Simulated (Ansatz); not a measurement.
Debugging a comparison of functionals at one structure of KF, space group Fm-3m (Ansatz 0.2.0, Python API).

`kf.vasp`
```text
KF
1.0
   0.00000000    2.67185000    2.67185000
   2.67185000    0.00000000    2.67185000
   2.67185000    2.67185000    0.00000000
K F
1 1
Direct
   0.00000000    0.00000000    0.00000000
   0.00000000    0.00000000    0.00000000
```

The script, `xc_kf.py`:
```python
'''One structure of KF under several functionals.'''

import ansatz as az
from ase.io import read

atoms = read('kf.vasp', format='vasp')
structure = az.Crystal.from_ase(atoms)

model = structure.calculation()
model = model.occupations('fixed')
model = model.basis(420)
model = model.kpoints(6, 6, 6, center='gamma')
model = model.scf(max_iterations=100)
model = model.stress()
model = model.band_table()

rows = []
for value in ['pbesol', 'revpbe', 'rpbe']:
    r = model.functional(value).run().report
    rows.append((value, r['free_energy_ev'] / len(r['lattice']['sites']), r['n_iterations'], sum(r['stress_gpa'][i][i] for i in range(3)) / 3, r['gap_by_band_count_ev'], r['n_kpoints']))

print('  functional   F/atom (eV)    iterations       P (GPa)  gap by band count (eV)      k-points')
for row in rows:
    print(f'{str(row[0]):>12s}  {row[1]:12.5f}  {row[2]:12d}  {row[3]:12.3f}  {row[4]:22.3f}  {row[5]:12d}')
```

Output of `python xc_kf.py`:
```text
Traceback (most recent call last):
  File "xc_kf.py", line 19, in <module>
    r = model.functional(value).run().report
        ~~~~~~~~~~~~~~~~~~~~~~~~~~~^^
  ...
ansatz.RefusalError: atoms 0 (K) and 1 (F) coincide: fractional positions [0.0, 0.0, 0.0] and [0.0, 0.0, 0.0] are 0.00e0 Å apart, within the symmetry tolerance 1e-5 (fractional) on every axis — remove the duplicate or separate the sites (indices count the expanded atom list at the failing check: the typed cell's during the `space_group:` round-trip, otherwise the final one with `supercell:` and `defects:` applied)
```
(Library frames cut from the traceback.)

What is wrong, and how is it mended?

The fault: two atoms stand on one site, or all but. The correction:

```diff
--- kf.vasp
+++ kf.vasp
@@ -10 +10 @@
-   0.00000000    0.00000000    0.00000000
+   0.50000000    0.50000000    0.50000000
```

The mended script runs so:

```console
$ python xc_kf.py
  functional   F/atom (eV)    iterations       P (GPa)  gap by band count (eV)      k-points
      pbesol   -1159.55206             6        -0.661                   6.046            16
      revpbe   -1176.66000             6         3.541                   6.486            16
        rpbe   -1177.54275             6         4.072                   6.515            16
```

Caveats:
- Semilocal gaps usually lie well under measured ones.
- Pressure is positive in compression.
- The starting cell is as deposited in a crystallographic database; the results hold for this polymorph, which needn't be the stable one.
- Gaps and levels are Kohn-Sham values on a finite set of k-points.
- Total energies of different functionals can't be compared; pressures, moments and gaps at this one structure can.
- Timing: 3.1 s on 1 thread of AMD EPYC 7R43 64-Core Processor (Zen 3), with other jobs on the host, peak memory 0.41 GiB.

(Lines on the test bed's own set-up are left out of the output.)
